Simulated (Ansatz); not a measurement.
# Static equation of state of ScH6Br3N2 (P-1) (192 atoms)

The cell holds 192 atoms: 16 Sc, 96 H, 48 Br and 32 N. Cell: a = 14.434 Å, b = 20.232 Å, c = 11.205 Å, α = 105.1°, β = 91.2°, γ = 110.1°. It derives from ScH6Br3N2 (P-1), repeated 2×2×1. The starting structure: ScH6Br3N2, space group P-1, structure from the Crystallography Open Database, 2 x 2 x 1 conventional cells; every coordinate displaced by a Gaussian of 0.03 Å; bonds to H set to neutron lengths (C-H 1.089, N-H 1.015, O-H 0.983, B-H 1.19 Å) where the listed ones are shorter.

Calculated with Ansatz 0.2.0: Kohn-Sham DFT, PBE+D4, PAW (set soft_2), plane waves; cutoff 420 eV, Γ point, gaussian smearing of 0.025 eV. Cell and atoms were relaxed first, to V0 = 15.340 Å³ an atom at a residual P0 = -0.009 GPa. The cell was then scaled evenly, and the atoms were relaxed at each volume.

| volume (Å³/atom) | pressure (GPa) |
| --- | --- |
| 13.806 | ? |
| 14.419 | 1.059 |
| 14.880 | 0.4404 |
| 15.800 | -0.3735 |
| 16.260 | -0.6078 |

**Question.** Fit the third-order Birch–Murnaghan equation to the rows given and extrapolate to the withheld row.

Worked fit:

Take the Eulerian strain f = ½[(V0/V)^(2/3) − 1] and the normalised pressure F = (P − P0) / [3f(1 + 2f)^(5/2)]. The third-order Birch–Murnaghan equation is then the line F = B0 + (3/2)B0(B′ − 4) f, so u = f and v = F.

| u = f | v = F (GPa) |
| --- | --- |
| 0.0210565 | 15.2508 |
| 0.0102569 | 13.8786 |
| -0.00975630 | 13.0869 |
| -0.0190507 | 11.5488 |

With n = 4: mean u = 6.2661e-4, mean v = 13.4413, Σ(u − ū)² = 0.0010051, Σ(u − ū)(v − v̄) = 0.082099. Slope b = 0.082099 / 0.0010051 = 81.680; intercept a = v̄ − b ū = 13.390.

So B0 = a = 13.4 GPa and B′ = 4 + 2b/(3a) = 8.07. At the withheld volume f = 0.03638, F = a + b f = 16.36 GPa, and P = P0 + 3f(1 + 2f)^(5/2) F.

Prediction at 13.806: 2.120 GPa. The run gave 2.009 GPa, so the fit is high by 0.11 GPa (5.5 % of the value).

The series isn't one smooth equation of state: even a line fitted to all rows, the withheld one included, misses F by up to 3.8 %. B0 and B′ are then only the numbers of this fit, not moduli of the material. Among the rows given, the largest miss of the fit is at 16.260, by 0.015 GPa (0.57 % of the range of the table).

Limits: Static cells at zero temperature; the cell shape is held. The program notes that the SCF threshold of these relaxations is loose for the stress. Only the Γ point is sampled, in a cell whose shortest periodic width is 11 Å.

[Hosts, paths, dates, database ids (printed as entryN), source tags and the programs' standing remarks are cut or masked in the printed files.]
